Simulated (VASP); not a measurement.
# PbS (Galena): band structure with PBE+MBD-FI

PbS (Galena):

```
Pb S
1.0
     0.00000    2.96575    2.96575
     2.96575    0.00000    2.96575
     2.96575    2.96575    0.00000
Pb S
1 1
Direct
  0.00000 0.00000 0.00000
  0.50000 0.50000 0.50000
```

```
Program                : VASP 6.6.1
Task                   : band structure
Functional             : PBE
Dispersion             : MBD-FI
Potentials or basis    : VASP PAW PBE potentials, release 64 (Pb_d, S)
Cutoff                 : 520 eV
k mesh                 : 8 × 8 × 8
Occupations            : fermi-dirac, width 0.1 eV
Spin                   : no spin polarisation
Further INCAR settings : ALGO = Normal; EDIFF = 1.00e-06; NBANDS = 17; ISYM = 0
```

* Band gap along the path: 0.36 eV, direct
* Dispersion energy per atom: -0.215 eV

Levels at the corners of the path, in eV from the Fermi level:
```
point  band 7  band 8  band 9  band 10  band 11  band 12  band 13  band 14
    Γ   -6.22   -2.36   -2.36    -2.36     5.03     5.03     5.03     6.55
    X   -7.39   -5.38   -3.63    -3.63     3.68     5.39     5.50     5.50
    W   -8.13   -4.61   -4.61    -1.21     2.01     4.48     4.48     7.98
    K   -8.17   -4.96   -3.13    -2.67     3.14     3.95     4.87     6.05
    Γ   -6.22   -2.36   -2.36    -2.36     5.03     5.03     5.03     6.55
    L   -9.03   -1.97   -1.97    -0.18     0.18     1.78     1.78     8.48
    U   -8.17   -4.96   -3.13    -2.67     3.14     3.95     4.87     6.05
    W   -8.13   -4.61   -4.61    -1.21     2.01     4.48     4.48     7.98
    L   -9.03   -1.97   -1.97    -0.18     0.18     1.78     1.78     8.48
    K   -8.17   -4.96   -3.13    -2.67     3.14     3.95     4.87     6.05
    U   -8.17   -4.96   -3.13    -2.67     3.14     3.95     4.87     6.05
    X   -7.39   -5.38   -3.63    -3.63     3.68     5.39     5.50     5.50
```

Run time: 86 s on 1 thread of Intel(R) Xeon(R) Platinum 8559C (Emerald Rapids), with other jobs on the host, peak memory 0.18 GiB.

Caveat: the log is that of the step along the path at fixed density, whose energy, stress, charges and moments have no meaning; spin-orbit coupling is left out, which moves the levels of the heavy elements.
